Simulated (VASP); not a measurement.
# Te2Mo in VASP: single point with LDA

Aim: the single point of Te2Mo with LDA.

All numbers are computed with VASP 6.6.1; they aren't measurements. Logs are shortened: lines on timing, memory, paths and dates and some standing lists are left out, and cuts for length are marked.

### Step 1. The slab as given

The cell holds a slab with vacuum, 6 atoms: a = 3.560 Å, b = 3.560 Å, c = 24.811 Å, α = 90.00°, β = 90.00°, γ = 120.00°.

### Step 2. Single point, LDA

File INCAR:

```
SYSTEM = Te2Mo
ALGO     = Normal         ! electronic algorithm
EDIFF    = 1E-6           ! SCF threshold, eV
ENCUT    = 520            ! plane-wave cutoff, eV
ISIF     = 2              ! what is computed and relaxed
ISMEAR   = -1             ! smearing method
LASPH    = .True.         ! aspherical terms in the spheres
LCHARG   = .True.         ! write CHGCAR
LELF     = .True.         ! ELF
LREAL    = .False.        ! projectors in reciprocal space
LVHAR    = .True.       
LWAVE    = .False.        ! write WAVECAR
NBANDS   = 35             ! bands
NELM     = 100            ! most SCF steps
PREC     = Accurate       ! precision mode
SIGMA    = 0.05           ! smearing width, eV
```

File KPOINTS:

```
k-points
0
Gamma
  8 8 1
  0 0 0
```

File POSCAR:

```
Te2Mo
1.0
    3.5603920000      0.0000000000      0.0000000000
   -1.7801960000      3.0833900000      0.0000000000
    0.0000000000      0.0000000000     24.8112620000
Te Mo
4 2
Direct
    0.3333330000      0.6666670000      0.0793710000
    0.6666670000      0.3333330000      0.7763610000
    0.6666670000      0.3333330000      0.9206290000
    0.3333330000      0.6666670000      0.2236390000
    0.3333330000      0.6666670000      0.8484590000
    0.6666670000      0.3333330000      0.1515410000
```

Potentials or basis: VASP PAW LDA potentials, release 64 (Te, Mo_sv).

Run with:

```bash
cat potpaw_LDA.64/Te/POTCAR potpaw_LDA.64/Mo_sv/POTCAR > POTCAR
mpirun -np 1 vasp_std > vasp.out
```

OUTCAR:

```text
SYSTEM = Te2Mo
   EDIFF = 1E-6
   ENCUT = 520
   ISIF = 2
   ISMEAR = -1
   LASPH = .True.
   LREAL = .False.
   NELM = 100
   PREC = Accurate

 ion  position               nearest neighbor table
   1  0.333  0.667  0.079-   6 2.73   6 2.73   6 2.73   4 3.58
   2  0.667  0.333  0.776-   5 2.72   5 2.72   5 2.72   3 3.58
   3  0.667  0.333  0.921-   5 2.73   5 2.73   5 2.73   2 3.58
   4  0.333  0.667  0.224-   6 2.72   6 2.72   6 2.72   1 3.58
   5  0.333  0.667  0.848-   2 2.72   2 2.72   2 2.72   3 2.73   3 2.73   3 2.73
   6  0.667  0.333  0.152-   4 2.72   4 2.72   4 2.72   1 2.73   1 2.73   1 2.73

  LATTYP: Found a hexagonal cell.
 ALAT       =     3.5603920000
 C/A-ratio  =     6.9686882793

  Lattice vectors:

 A1 = (   3.5603920000,   0.0000000000,   0.0000000000)
 A2 = (  -1.7801960000,   3.0833900000,   0.0000000000)
 A3 = (   0.0000000000,   0.0000000000,  24.8112620000)

Analysis of symmetry for initial positions (statically):
=====================================================================
 Subroutine PRICEL returns:
 Original cell was already a primitive cell.

 Routine SETGRP: Setting up the symmetry group for a
 hexagonal supercell.

 Subroutine GETGRP returns: Found 12 space group operations
 (whereof 12 operations were pure point group operations)
 out of a pool of 24 trial point group operations.

The static configuration has the point symmetry D_3d.

Analysis of symmetry for dynamics (positions and initial velocities):
=====================================================================
 Subroutine PRICEL returns:
 Original cell was already a primitive cell.

 Routine SETGRP: Setting up the symmetry group for a
 hexagonal supercell.

 Subroutine GETGRP returns: Found 12 space group operations
 (whereof 12 operations were pure point group operations)
 out of a pool of 24 trial point group operations.

The dynamic configuration has the point symmetry D_3d.

 Subroutine INISYM returns: Found 12 space group operations
 (whereof 12 operations are pure point group operations),
 and found     1 'primitive' translations

----------------------------------------------------------------------------------------

                                     Primitive cell

  volume of cell :     272.3799

  direct lattice vectors                    reciprocal lattice vectors
     3.560392000  0.000000000  0.000000000     0.280867949  0.162159182  0.000000000
    -1.780196000  3.083390000  0.000000000     0.000000000  0.324318364  0.000000000
     0.000000000  0.000000000 24.811262000     0.000000000  0.000000000  0.040304278

  length of vectors
     3.560392000  3.560392070 24.811262000     0.324318370  0.324318364  0.040304278

  position of ions in fractional coordinates (direct lattice)
     0.333333000  0.666667000  0.079371000
     0.666667000  0.333333000  0.776361000
     0.666667000  0.333333000  0.920629000
     0.333333000  0.666667000  0.223639000
     0.333333000  0.666667000  0.848459000
     0.666667000  0.333333000  0.151541000

  ion indices of the primitive-cell ions
   primitive index   ion index
                 1           1
                 2           2
                 3           3
                 4           4
                 5           5
                 6           6

----------------------------------------------------------------------------------------

 KPOINTS: k-points

Automatic generation of k-mesh.
 Grid dimensions read from file:
 generate k-points for:    8    8    1

 Generating k-lattice:

  Cartesian coordinates                     Fractional coordinates (reciprocal lattice)
     0.035108494  0.020269898  0.000000000     0.125000000 -0.000000000  0.000000000
     0.000000000  0.040539795  0.000000000     0.000000000  0.125000000  0.000000000
     0.000000000  0.000000000  0.040304278     0.000000000  0.000000000  1.000000000

  Length of vectors
     0.040539796  0.040539795  0.040304278

  Shift w.r.t. Gamma in fractional coordinates (k-lattice)
     0.000000000  0.000000000  0.000000000

 Subroutine IBZKPT returns following result:
 ===========================================

 Found     10 irreducible k-points:

 Following reciprocal coordinates:
            Coordinates               Weight
  0.000000  0.000000  0.000000      1.000000
  0.125000  0.000000  0.000000      6.000000
  0.250000  0.000000  0.000000      6.000000
  0.375000  0.000000  0.000000      6.000000
  0.500000  0.000000  0.000000      3.000000
  0.125000  0.125000  0.000000      6.000000
  0.250000  0.125000  0.000000     12.000000
  0.375000  0.125000  0.000000     12.000000
  0.250000  0.250000  0.000000      6.000000
  0.375000  0.250000  0.000000      6.000000
   k-points           NKPTS =     10   k-points in BZ     NKDIM =     10   number of bands    NBANDS=     35
   number of dos      NEDOS =    301   number of ions     NIONS =      6
   total plane-waves  NPLWV = 150528
   dimension x,y,z NGX =    28 NGY =   28 NGZ =  192
   dimension x,y,z NGXF=    56 NGYF=   56 NGZF=  384
   ions per type =               4   2
   NGX,Y,Z   is equivalent  to a cutoff of  13.07, 13.07, 12.86 a.u.
   NGXF,Y,Z  is equivalent  to a cutoff of  26.15, 26.15, 25.73 a.u.
 SYSTEM =  Te2Mo
   PREC   = accura    normal or accurate (medium, high low for compatibility)
   ISTART =      0    job   : 0-new  1-cont  2-samecut
   ICHARG =      2    charge: 1-file 2-atom 10-const
   ISPIN  =      1    spin polarized calculation?
   LNONCOLLINEAR =      F non collinear calculations
   LSORBIT =      F    spin-orbit coupling
   LASPH  =      T    aspherical Exc in radial PAW
   ENCUT  =  520.0 eV  38.22 Ry    6.18 a.u.   6.62  6.62 46.13*2*pi/ulx,y,z
   NELM   =    100;   NELMIN=  2; NELMDL= -5     # of ELM steps
   EDIFF  = 0.1E-05   stopping-criterion for ELM
   LREAL  =      F    real-space projection
   EDIFFG = 0.1E-04   stopping-criterion for IOM
   NSW    =      0    number of steps for IOM
   IBRION =     -1    ionic relax: 0-MD 1-quasi-New 2-CG
   NFREE  =      0    steps in history (QN), initial steepest desc. (CG)
   ISIF   =      2    stress and relaxation
   ISYM   =      2    0-nonsym 1-usesym 2-fastsym
   POTIM  = 0.5000    time-step for ionic-motion
   TEBEG  =    0.0;   TEEND  =   0.0 temperature during run
   PSTRESS=    0.0 pullay stress
   NELECT =      52.0000    total number of electrons
   NUPDOWN=      -1.0000    fix difference up-down
   EMIN   =  10.00;   EMAX   =-10.00  energy-range for DOS
   EFERMI =   0.00;   METHOD = LEGACY
   ISMEAR =    -1;   SIGMA  =   0.05  broadening in eV -4-tet -1-fermi 0-gaus
   EFERMI_NEDOS =   21; number of points for ismear=-14 and -15
   IALGO  =     38    algorithm
   IMIX   =      4    mixing-type and parameters
     AMIX     =   0.40;   BMIX     =  1.00
     AMIX_MAG =   1.60;   BMIX_MAG =  1.00
  volume/ion in A,a.u.               =      45.40       306.35
  Fermi-wavevector in a.u.,A,eV,Ry     =   0.942651  1.781352 12.090012  0.888591
  Thomas-Fermi vector in A             =   2.070281
   LORBIT       =      0    0 simple, 1 ext, 2 COOP (PROOUT), +10 PAW based schemes
   GGA     = CA    functional components
   LHFCALC =     F    Hartree Fock is set to
   AEXX    =    0.0000 exact exchange contribution
   IVDW    =     0    specifies the selected vdW correction
   LEPSILON=     F    determine dielectric tensor
   LRPA    =     F    only Hartree local field effects (RPA)
 non-spin polarized calculation
  energy-cutoff  :      520.00
  volume of cell :      272.38
 maximum number of plane-waves:      7399
 NGX is ok and might be reduce to    28
   NGX = 13   NGY = 13   NGZ = 93

 number of electron      52.0000000 magnetization

 Free energy of the ion-electron system (eV)
  ---------------------------------------------------
  ext. energy  EPLUGINS =         0.00000000
  ---------------------------------------------------
  free energy    TOTEN  =       -40.93412305 eV

  energy without entropy =      -40.93412042  energy(sigma->0) =      -40.93412174

 E-fermi :   2.4867     XC(G=0):  -6.4649

 val. band max:        1.8851990646   @ k =   0.3750   0.2500   0.0000
 cond. band min:       3.1072969902   @ k =   0.3750   0.2500   0.0000
 fundamental gap:      1.2220979257
 Fermi energy:         2.4866540494

 k-point     1 :       0.0000    0.0000    0.0000
  band No.  band energies     occupation
      1     -58.3540      2.00000
      2     -58.3540      2.00000
      3     -32.6899      2.00000
      4     -32.6899      2.00000
      5     -32.5829      2.00000
      6     -32.5829      2.00000
[... 27 lines left out ...]
     34       5.3265      0.00000
     35       6.4211      0.00000

 k-point     2 :       0.1250    0.0000    0.0000
  band No.  band energies     occupation
      1     -58.3527      2.00000
      2     -58.3527      2.00000
      3     -32.6860      2.00000
      4     -32.6860      2.00000
      5     -32.6002      2.00000
      6     -32.6002      2.00000
[... 27 lines left out ...]
     34       5.2140      0.00000
     35       6.7353      0.00000

 k-point     3 :       0.2500    0.0000    0.0000
  band No.  band energies     occupation
      1     -58.3497      2.00000
      2     -58.3497      2.00000
      3     -32.6767      2.00000
      4     -32.6767      2.00000
      5     -32.6417      2.00000
      6     -32.6417      2.00000
[... 27 lines left out ...]
     34       5.5186      0.00000
     35       7.3366      0.00000

 k-point     4 :       0.3750    0.0000    0.0000
  band No.  band energies     occupation
      1     -58.3466      2.00000
      2     -58.3466      2.00000
      3     -32.6828      2.00000
      4     -32.6828      2.00000
      5     -32.6674      2.00000
      6     -32.6674      2.00000
[... 27 lines left out ...]
     34       5.6882      0.00000
     35       6.7460      0.00000

 k-point     5 :       0.5000    0.0000    0.0000
  band No.  band energies     occupation
      1     -58.3454      2.00000
      2     -58.3454      2.00000
      3     -32.6998      2.00000
      4     -32.6998      2.00000
      5     -32.6636      2.00000
      6     -32.6636      2.00000
[... 27 lines left out ...]
     34       5.7319      0.00000
     35       5.8723      0.00000

 k-point     6 :       0.1250    0.1250    0.0000
  band No.  band energies     occupation
      1     -58.3506      2.00000
      2     -58.3506      2.00000
      3     -32.6795      2.00000
      4     -32.6795      2.00000
      5     -32.6277      2.00000
      6     -32.6277      2.00000
[... 27 lines left out ...]
     34       5.4382      0.00000
     35       7.2002      0.00000

 k-point     7 :       0.2500    0.1250    0.0000
  band No.  band energies     occupation
      1     -58.3475      2.00000
      2     -58.3475      2.00000
      3     -32.6702      2.00000
      4     -32.6702      2.00000
      5     -32.6649      2.00000
      6     -32.6649      2.00000
[... 27 lines left out ...]
     34       5.6162      0.00000
     35       7.8809      0.00000

 k-point     8 :       0.3750    0.1250    0.0000
  band No.  band energies     occupation
      1     -58.3454      2.00000
      2     -58.3454      2.00000
      3     -32.6908      2.00000
      4     -32.6908      2.00000
      5     -32.6636      2.00000
      6     -32.6636      2.00000
[... 27 lines left out ...]
     34       5.6811      0.00000
     35       6.4014      0.00000

 k-point     9 :       0.2500    0.2500    0.0000
  band No.  band energies     occupation
      1     -58.3454      2.00000
      2     -58.3454      2.00000
      3     -32.6784      2.00000
      4     -32.6784      2.00000
      5     -32.6636      2.00000
      6     -32.6636      2.00000
[... 27 lines left out ...]
     34       5.8559      0.00000
     35       7.2789      0.00000

 k-point    10 :       0.3750    0.2500    0.0000
  band No.  band energies     occupation
      1     -58.3445      2.00000
      2     -58.3445      2.00000
      3     -32.6801      2.00000
      4     -32.6801      2.00000
      5     -32.6609      2.00000
      6     -32.6609      2.00000
[... 27 lines left out ...]
     34       5.9350      0.00000
     35       6.6461      0.00000

------------------------ aborting loop because EDIFF is reached ----------------------------------------

  FORCE on cell =-STRESS in cart. coord.  units (eV):
  Direction    XX          YY          ZZ          XY          YZ          ZX
  --------------------------------------------------------------------------------------
  -------------------------------------------------------------------------------------
  Total       -4.7036986     -4.7036988     -3.0694458     -0.0000000      0.0000000      0.0000000
  in kB      -27.6678195    -27.6678209    -18.0549137     -0.0000000      0.0000000      0.0000000
  external PRESSURE =     -24.4635180 kB  Pullay stress =       0.0000000 kB

 VOLUME and BASIS-vectors are now :
 -----------------------------------------------------------------------------
  energy-cutoff  :      520.00
  volume of cell :      272.38
      direct lattice vectors                 reciprocal lattice vectors
     3.560392000  0.000000000  0.000000000     0.280867949  0.162159182  0.000000000
    -1.780196000  3.083390000  0.000000000     0.000000000  0.324318364  0.000000000
     0.000000000  0.000000000 24.811262000     0.000000000  0.000000000  0.040304278

 POSITION                                       TOTAL-FORCE (eV/Angst)
 -----------------------------------------------------------------------------------
     -0.00000      2.05559      1.96929         0.000000      0.000000      0.256651
      1.78020      1.02780     19.26250        -0.000000      0.000000      0.360557
      1.78020      1.02780     22.84197         0.000000      0.000000     -0.256651
     -0.00000      2.05559      5.54877         0.000000     -0.000000     -0.360557
     -0.00000      2.05559     21.05134         0.000000      0.000000      0.007083
      1.78020      1.02780      3.75992        -0.000000     -0.000000     -0.007083
 -----------------------------------------------------------------------------------
    total drift:                               -0.000000     -0.000000      0.000000

  FREE ENERGIE OF THE ION-ELECTRON SYSTEM (eV)
  ---------------------------------------------------
  free  energy   TOTEN  =       -40.9341230496 eV

  energy  without entropy=      -40.9341204242  energy(sigma->0) =      -40.93412174
```

Run time: 2.2 min. Hardware: 1 thread of Intel Xeon Platinum 8559C (Emerald Rapids), shared host; peak memory 0.33 GiB.

What came out:

```yaml
Free_energy: -40.9341 eV
Largest_force: 0.361 eV/Å
Band_gap_on_the_k_mesh: 1.22 eV, direct
```

Forces in eV/Å, atoms in the order of the input:
```
Te   0.000  0.000  0.257
Te   0.000  0.000  0.361
Te   0.000  0.000 -0.257
Te   0.000  0.000 -0.361
Mo   0.000  0.000  0.007
Mo   0.000  0.000 -0.007
```

Levels at points of the mesh, in eV from the valence-band top:
| k point | band 24 | band 25 | band 26 | band 27 | band 28 | band 29 |
| --- | --- | --- | --- | --- | --- | --- |
| (0.00, 0.00, 0.00) | -0.83 | -0.42 | -0.01 | 3.11 | 3.11 | 3.13 |
| (0.50, 0.00, 0.00) | -0.62 | -0.29 | -0.24 | 1.45 | 1.46 | 1.75 |

Caveat: spin-orbit coupling is left out, which moves the levels of the heavy elements.
